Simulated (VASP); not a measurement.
# CdSe (Fm-3m) in VASP: single point with LDA

Aim: the single point of CdSe with LDA.

Program: VASP 6.6.1. These are calculated values, not measurements. Logs are shortened: lines on timing, memory, paths and dates and some standing lists are left out, and cuts for length are marked.

### 1 The structure

The structure is cubic, space group Fm-3m (No. 225). The conventional cell has a = 5.748 Å, b = 5.748 Å, c = 5.748 Å, α = 90.00°, β = 90.00°, γ = 90.00°. Cd (site symmetry m-3m) has 6 Se at 2.87 Å as nearest neighbours. Se (site symmetry m-3m) is surrounded by 6 Cd at 2.87 Å.

Measurements of this composition are mostly on another form, of space group No. 186.

### 2 Single point, LDA

The input, INCAR:

```
SYSTEM = CdSe
PREC = Accurate
ENCUT = 520
EDIFF = 1E-6
ISMEAR = 0
SIGMA = 0.15
LREAL = .FALSE.
LASPH = .TRUE.
NELM = 100
ALGO = Normal
ISIF = 2
LWAVE = .FALSE.
LCHARG = .FALSE.
NBANDS = 16
```

The input, KPOINTS:

```
regular mesh
0
G
  14 14 14
  0 0 0
```

The input, POSCAR:

```
CdSe
1.0
    0.0000000000      2.8739580000      2.8739580000
    2.8739580000      0.0000000000      2.8739580000
    2.8739580000      2.8739580000      0.0000000000
Cd Se
1 1
Direct
    0.0000000000      0.0000000000      0.0000000000
    0.5000000000      0.5000000000      0.5000000000
```

Potentials or basis: VASP PAW LDA potentials, release 64 (Cd, Se).

Command:

```
$ cat potpaw_LDA.64/Cd/POTCAR potpaw_LDA.64/Se/POTCAR > POTCAR
$ mpirun -np 1 vasp_std > vasp.out
```

OUTCAR:

```text
SYSTEM = CdSe
   PREC = Accurate
   ENCUT = 520
   EDIFF = 1E-6
   ISMEAR = 0
   LREAL = .FALSE.
   LASPH = .TRUE.
   NELM = 100
   ISIF = 2

 ion  position               nearest neighbor table
   1  0.000  0.000  0.000-   2 2.87   2 2.87   2 2.87   2 2.87   2 2.87   2 2.87
   2  0.500  0.500  0.500-   1 2.87   1 2.87   1 2.87   1 2.87   1 2.87   1 2.87

  LATTYP: Found a face centered cubic cell.
 ALAT       =     5.7479160000

  Lattice vectors:

 A1 = (   0.0000000000,   2.8739580000,   2.8739580000)
 A2 = (   2.8739580000,   0.0000000000,   2.8739580000)
 A3 = (   2.8739580000,   2.8739580000,   0.0000000000)

Analysis of symmetry for initial positions (statically):
=====================================================================
 Subroutine PRICEL returns:
 Original cell was already a primitive cell.

 Routine SETGRP: Setting up the symmetry group for a
 face centered cubic supercell.

 Subroutine GETGRP returns: Found 48 space group operations
 (whereof 48 operations were pure point group operations)
 out of a pool of 48 trial point group operations.

The static configuration has the point symmetry O_h .

Analysis of symmetry for dynamics (positions and initial velocities):
=====================================================================
 Subroutine PRICEL returns:
 Original cell was already a primitive cell.

 Routine SETGRP: Setting up the symmetry group for a
 face centered cubic supercell.

 Subroutine GETGRP returns: Found 48 space group operations
 (whereof 48 operations were pure point group operations)
 out of a pool of 48 trial point group operations.

The dynamic configuration has the point symmetry O_h .

 Subroutine INISYM returns: Found 48 space group operations
 (whereof 48 operations are pure point group operations),
 and found     1 'primitive' translations

----------------------------------------------------------------------------------------

                                     Primitive cell

  volume of cell :      47.4757

  direct lattice vectors                    reciprocal lattice vectors
     0.000000000  2.873958000  2.873958000    -0.173976098  0.173976098  0.173976098
     2.873958000  0.000000000  2.873958000     0.173976098 -0.173976098  0.173976098
     2.873958000  2.873958000  0.000000000     0.173976098  0.173976098 -0.173976098

  length of vectors
     4.064390381  4.064390381  4.064390381     0.301335442  0.301335442  0.301335442

  position of ions in fractional coordinates (direct lattice)
     0.000000000  0.000000000  0.000000000
     0.500000000  0.500000000  0.500000000

  ion indices of the primitive-cell ions
   primitive index   ion index
                 1           1
                 2           2

----------------------------------------------------------------------------------------

 KPOINTS: regular mesh

Automatic generation of k-mesh.
 Grid dimensions read from file:
 generate k-points for:   14   14   14

 Generating k-lattice:

  Cartesian coordinates                     Fractional coordinates (reciprocal lattice)
    -0.012426864  0.012426864  0.012426864     0.071428571  0.000000000  0.000000000
     0.012426864 -0.012426864  0.012426864     0.000000000  0.071428571  0.000000000
     0.012426864  0.012426864 -0.012426864     0.000000000  0.000000000  0.071428571

  Length of vectors
     0.021523960  0.021523960  0.021523960

  Shift w.r.t. Gamma in fractional coordinates (k-lattice)
     0.000000000  0.000000000  0.000000000

 Subroutine IBZKPT returns following result:
 ===========================================

 Found    104 irreducible k-points:

 Following reciprocal coordinates:
            Coordinates               Weight
  0.000000  0.000000  0.000000      1.000000
  0.071429  0.000000  0.000000      8.000000
  0.142857  0.000000  0.000000      8.000000
  0.214286  0.000000  0.000000      8.000000
  0.285714  0.000000  0.000000      8.000000
  0.357143  0.000000  0.000000      8.000000
[... 16 lines left out ...]
  0.214286  0.142857  0.000000     24.000000
  0.285714  0.142857  0.000000     24.000000
 [... further k-points ...]
   k-points           NKPTS =    104   k-points in BZ     NKDIM =    104   number of bands    NBANDS=     16
   number of dos      NEDOS =    301   number of ions     NIONS =      2
   total plane-waves  NPLWV =  27000
   dimension x,y,z NGX =    30 NGY =   30 NGZ =   30
   dimension x,y,z NGXF=    60 NGYF=   60 NGZF=   60
   ions per type =               1   1
   NGX,Y,Z   is equivalent  to a cutoff of  12.27, 12.27, 12.27 a.u.
   NGXF,Y,Z  is equivalent  to a cutoff of  24.54, 24.54, 24.54 a.u.
 SYSTEM =  CdSe
   PREC   = accura    normal or accurate (medium, high low for compatibility)
   ISTART =      0    job   : 0-new  1-cont  2-samecut
   ICHARG =      2    charge: 1-file 2-atom 10-const
   ISPIN  =      1    spin polarized calculation?
   LNONCOLLINEAR =      F non collinear calculations
   LSORBIT =      F    spin-orbit coupling
   LASPH  =      T    aspherical Exc in radial PAW
   ENCUT  =  520.0 eV  38.22 Ry    6.18 a.u.   7.56  7.56  7.56*2*pi/ulx,y,z
   NELM   =    100;   NELMIN=  2; NELMDL= -5     # of ELM steps
   EDIFF  = 0.1E-05   stopping-criterion for ELM
[... 8 lines left out ...]
   TEBEG  =    0.0;   TEEND  =   0.0 temperature during run
   PSTRESS=    0.0 pullay stress
   NELECT =      18.0000    total number of electrons
   NUPDOWN=      -1.0000    fix difference up-down
   EMIN   =  10.00;   EMAX   =-10.00  energy-range for DOS
   EFERMI =   0.00;   METHOD = LEGACY
   ISMEAR =     0;   SIGMA  =   0.15  broadening in eV -4-tet -1-fermi 0-gaus
   EFERMI_NEDOS =   21; number of points for ismear=-14 and -15
   IALGO  =     38    algorithm
   IMIX   =      4    mixing-type and parameters
     AMIX     =   0.40;   BMIX     =  1.00
     AMIX_MAG =   1.60;   BMIX_MAG =  1.00
  volume/ion in A,a.u.               =      23.74       160.19
  Fermi-wavevector in a.u.,A,eV,Ry     =   1.184882  2.239103 19.101849  1.403946
  Thomas-Fermi vector in A             =   2.321088
   LORBIT       =      0    0 simple, 1 ext, 2 COOP (PROOUT), +10 PAW based schemes
   GGA     = CA    functional components
   LHFCALC =     F    Hartree Fock is set to
   AEXX    =    0.0000 exact exchange contribution
   IVDW    =     0    specifies the selected vdW correction
   LEPSILON=     F    determine dielectric tensor
   LRPA    =     F    only Hartree local field effects (RPA)
 non-spin polarized calculation
 Gauss-broadening in eV      SIGMA  =   0.15
  energy-cutoff  :      520.00
  volume of cell :       47.48
 maximum number of plane-waves:      1299
   NGX = 15   NGY = 15   NGZ = 15

 number of electron      18.0000005 magnetization

 Free energy of the ion-electron system (eV)
  ---------------------------------------------------
  ext. energy  EPLUGINS =         0.00000000
  ---------------------------------------------------
  free energy    TOTEN  =        -6.52741648 eV

  energy without entropy =       -6.52213666  energy(sigma->0) =       -6.52477657

 E-fermi :   2.1983     XC(G=0): -10.3263

 val. band max:        2.1797374302   @ k =  -0.4286   0.5000   0.0714
 cond. band min:       2.3798989169   @ k =   0.5000   0.4286   0.0714
 fundamental gap:      0.2001614867
 Fermi energy:         2.1982771931

 k-point     1 :       0.0000    0.0000    0.0000
  band No.  band energies     occupation
      1     -10.7682      2.00000
      2      -5.7392      2.00000
      3      -5.7392      2.00000
      4      -5.7191      2.00000
      5      -5.7191      2.00000
      6      -5.7191      2.00000
[... 8 lines left out ...]
     15      11.7110      0.00000
     16      11.7110      0.00000

 k-point     2 :       0.0714    0.0000    0.0000
  band No.  band energies     occupation
      1     -10.7313      2.00000
      2      -5.7493      2.00000
      3      -5.7493      2.00000
      4      -5.7220      2.00000
      5      -5.7136      2.00000
      6      -5.7136      2.00000
[... 8 lines left out ...]
     15      11.4585      0.00000
     16      11.7233      0.00000

 k-point     3 :       0.1429    0.0000    0.0000
  band No.  band energies     occupation
      1     -10.6245      2.00000
      2      -5.7803      2.00000
      3      -5.7803      2.00000
      4      -5.7316      2.00000
      5      -5.6950      2.00000
      6      -5.6950      2.00000
[... 8 lines left out ...]
     15      11.5590      0.00000
     16      11.5590      0.00000

 k-point     4 :       0.2143    0.0000    0.0000
  band No.  band energies     occupation
      1     -10.4603      2.00000
      2      -5.8253      2.00000
      3      -5.8253      2.00000
      4      -5.7498      2.00000
      5      -5.6670      2.00000
      6      -5.6670      2.00000
[... 8 lines left out ...]
     15      12.0215      0.00000
     16      12.0215      0.00000

 k-point     5 :       0.2857    0.0000    0.0000
  band No.  band energies     occupation
      1     -10.2616      2.00000
      2      -5.8745      2.00000
      3      -5.8745      2.00000
      4      -5.7791      2.00000
      5      -5.6354      2.00000
      6      -5.6354      2.00000
[... 8 lines left out ...]
     15      12.6976      0.00000
     16      12.6976      0.00000

 k-point     6 :       0.3571    0.0000    0.0000
  band No.  band energies     occupation
      1     -10.0640      2.00000
      2      -5.9181      2.00000
      3      -5.9181      2.00000
      4      -5.8181      2.00000
      5      -5.6066      2.00000
      6      -5.6066      2.00000
[... 8 lines left out ...]
     15      13.5387      0.00000
     16      13.5387      0.00000
[... 267 lines left out ...]
 k-point    21 :      -0.0714    0.0714    0.0000
  band No.  band energies     occupation
      1     -10.6716      2.00000
      2      -5.7763      2.00000
      3      -5.7557      2.00000
      4      -5.7267      2.00000
      5      -5.7083      2.00000
      6      -5.6983      2.00000
[... 8 lines left out ...]
     15      11.9399      0.00000
     16      12.0934      0.00000

 k-point    22 :       0.1429    0.1429    0.0000
  band No.  band energies     occupation
      1     -10.5854      2.00000
      2      -5.8224      2.00000
      3      -5.7394      2.00000
      4      -5.7246      2.00000
      5      -5.6922      2.00000
      6      -5.6922      2.00000
[... 8 lines left out ...]
     15      13.3445      0.00000
     16      13.3445      0.00000

 k-point    23 :       0.2143    0.1429    0.0000
  band No.  band energies     occupation
      1     -10.4744      2.00000
      2      -5.8487      2.00000
      3      -5.7490      2.00000
      4      -5.7386      2.00000
      5      -5.6757      2.00000
      6      -5.6647      2.00000
[... 8 lines left out ...]
     15      13.4797      0.00000
     16      13.4974      0.00000

 k-point    24 :       0.2857    0.1429    0.0000
  band No.  band energies     occupation
      1     -10.3198      2.00000
      2      -5.8686      2.00000
      3      -5.7751      2.00000
      4      -5.7598      2.00000
      5      -5.6538      2.00000
      6      -5.6294      2.00000
[... 8 lines left out ...]
     15      13.4985      0.00000
     16      13.7873      0.00000

 [... further k-points ...]
[... 5 lines left out ...]
  --------------------------------------------------------------------------------------
  -------------------------------------------------------------------------------------
  Total       -1.6694190     -1.6694190     -1.6694190      0.0000000      0.0000000      0.0000000
  in kB      -56.3384229    -56.3384229    -56.3384229      0.0000000      0.0000000      0.0000000
  external PRESSURE =     -56.3384229 kB  Pullay stress =       0.0000000 kB

 VOLUME and BASIS-vectors are now :
 -----------------------------------------------------------------------------
  energy-cutoff  :      520.00
  volume of cell :       47.48
      direct lattice vectors                 reciprocal lattice vectors
     0.000000000  2.873958000  2.873958000    -0.173976098  0.173976098  0.173976098
     2.873958000  0.000000000  2.873958000     0.173976098 -0.173976098  0.173976098
     2.873958000  2.873958000  0.000000000     0.173976098  0.173976098 -0.173976098

 POSITION                                       TOTAL-FORCE (eV/Angst)
 -----------------------------------------------------------------------------------
      0.00000      0.00000      0.00000         0.000000     -0.000000     -0.000000
      2.87396      2.87396      2.87396        -0.000000      0.000000      0.000000
 -----------------------------------------------------------------------------------
    total drift:                               -0.000000      0.000000      0.000000

  FREE ENERGIE OF THE ION-ELECTRON SYSTEM (eV)
  ---------------------------------------------------
  free  energy   TOTEN  =        -6.5274164754 eV

  energy  without entropy=       -6.5221366598  energy(sigma->0) =       -6.52477657
```

It took 35 s on 1 thread of Intel Xeon Platinum 8559C (Emerald Rapids), shared host; peak memory 0.2 GiB.

Results:

```yaml
Free_energy: -6.5274 eV
Pressure: -5.6 GPa
Band_gap_on_the_k_mesh: none (metal or under the smearing width)
```

Levels at points of the mesh, in eV from the Fermi level:
```tsv
k point	band 7	band 8	band 9	band 10	band 11	band 12
(0.00, 0.00, 0.00)	-0.65	-0.65	-0.65	-0.17	8.59	8.59
(0.50, 0.00, 0.00)	-5.03	-0.08	-0.08	2.84	5.10	5.10
(0.50, 0.50, 0.00)	-4.15	-2.11	-2.11	-0.67	5.38	9.50
```
